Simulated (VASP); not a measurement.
# KBr in VASP: how settings move the PBE single point

The PBE single point of KBr (zincblende), under +3.0 % shear in the xy plane is repeated with altered inputs. Which of them can be trusted? This is a trial cell built on a prototype, not taken from a measured structure, and it needn't be the compound's ground state.

Program: VASP 6.6.1. PAW datasets, plane waves. (Calculated; spin-unpolarised; the phase may be known or hypothetical.)

## (1) Starting point

The cell comes from an earlier relaxation with r2SCAN in another program, then strained, with the atoms relaxed again.

It is orthorhombic, Imm2 (No. 44); conventional cell a = 5.138 Å, b = 5.294 Å, c = 7.377 Å, 50.16 Å³ an atom. Around K lie 4 Br at 3.19–3.20 Å; around Br lie 4 K at 3.19–3.20 Å.

Coordinates:

```
CELL_PARAMETERS angstrom
0.05532 3.68830 3.68830
3.68830 0.05532 3.68830
3.74362 3.74362 0.00000
ATOMIC_POSITIONS crystal
K 0.00342 0.00342 0.99658
Br 0.24658 0.24658 0.25342
```

## (2) Baseline

The input, INCAR:

```
ENCUT = 520.000000
SIGMA = 0.020000
EDIFF = 1.00e-07
GGA = PE
PREC = Accurate
IBRION = -1
ISIF = 2
ISMEAR = -1
NBANDS = 15
NELM = 120
NSW = 0
LASPH = .TRUE.
LCHARG = .FALSE.
LWAVE = .FALSE.
LREAL = .FALSE.
```

The input, KPOINTS:

```
KPOINTS created by Atomic Simulation Environment
0
Gamma
6 6 6
0 0 0
```

The input, POSCAR:

```
K  Br
 1.0000000000000000
     0.0553244894000000    3.6882992942000001    3.6882992942000001
     3.6882992942000001    0.0553244894000000    3.6882992942000001
     3.7436237835999999    3.7436237835999999    0.0000000000000000
 K   Br
   1   1
Cartesian
 -0.0000000000000000 -0.0000000000000000  0.0252036452624186
  1.8718118918000000  1.8718118917999997  1.8189460018375809
```

A file KPOINTS_OPT adds named points for the levels; it doesn't enter the self-consistent loop.

Potentials: the recommended PBE PAW datasets, 16 valence electrons.

Launch:

```bash
mpirun -np 1 vasp_std
```

## (3) Try 1

Edit INCAR of step 2 so:

```diff
@@ -15 +15,3 @@
 LREAL = .FALSE.
+ALGO = All
+AMIX = 0.05
```

KPOINTS is that of step 2.

POSCAR is that of step 2.

## (4) Try 2

The input, INCAR:

```
ENCUT = 520.000000
EDIFF = 1.00e-07
GGA = PE
PREC = Accurate
IBRION = -1
ISIF = 2
NBANDS = 15
NSW = 0
LASPH = .TRUE.
LCHARG = .FALSE.
LWAVE = .FALSE.
LREAL = .FALSE.
ISMEAR = -4
SIGMA = 0.05
ALGO = VeryFast
NELM = 64
```

KPOINTS is that of step 2.

POSCAR is that of step 2.

## (5) Try 3

Edit INCAR of step 2 so:

```diff
@@ -8,3 +8,2 @@
 ISMEAR = -1
-NBANDS = 15
 NELM = 120
@@ -15 +14,3 @@
 LREAL = .FALSE.
+NBANDS = 10
+IVDW = 21
```

The input, KPOINTS:

```
KPOINTS created by Atomic Simulation Environment
0
Monkhorst-Pack
6 6 6
0 0 0
```

POSCAR is that of step 2.

## (6) Try 4

Edit INCAR of step 2 so:

```diff
@@ -9,3 +9,2 @@
 NBANDS = 15
-NELM = 120
 NSW = 0
@@ -15 +14,5 @@
 LREAL = .FALSE.
+NELM = 91
+IMIX = 1
+AMIX = 1.5
+BMIX = 0.0001
```

KPOINTS is that of step 2.

POSCAR is that of step 2.

Before running it: what results should come out? Wanted: for each run, changed; ending; energy change; pressure; electronic steps; usable.

The runs gave:

| run | changed | ending | energy change (meV/atom) | pressure (GPa) | gap on the mesh (eV; negative: overlap) | electronic steps | time | usable |
| --- | --- | --- | --- | --- | --- | --- | --- | --- |
| ref. | – | converged | 0 | 0.3 | 4.26 | 14 | 69 s | yes |
| 1 | ALGO = All, AMIX = 0.05 | converged | 0.0 | 0.3 | 4.26 | 19 | 61 s | yes |
| 2 | ISMEAR = -4, SIGMA = 0.05, ALGO = VeryFast, NELM = 64 | converged | 0.0 | 0.3 | 4.26 | 32 | 3.1 min | yes |
| 3 | NBANDS = 10, IVDW = 21, shifted mesh | converged | – | 0.2 | 4.37 | 15 | 86 s | yes |
| 4 | IMIX = 1, AMIX = 1.5, BMIX = 0.0001 | timeout | – | – | – | 49 | 5.1 min | no |

Of 4 altered inputs, 1 gave no result, 3 gave usable results.
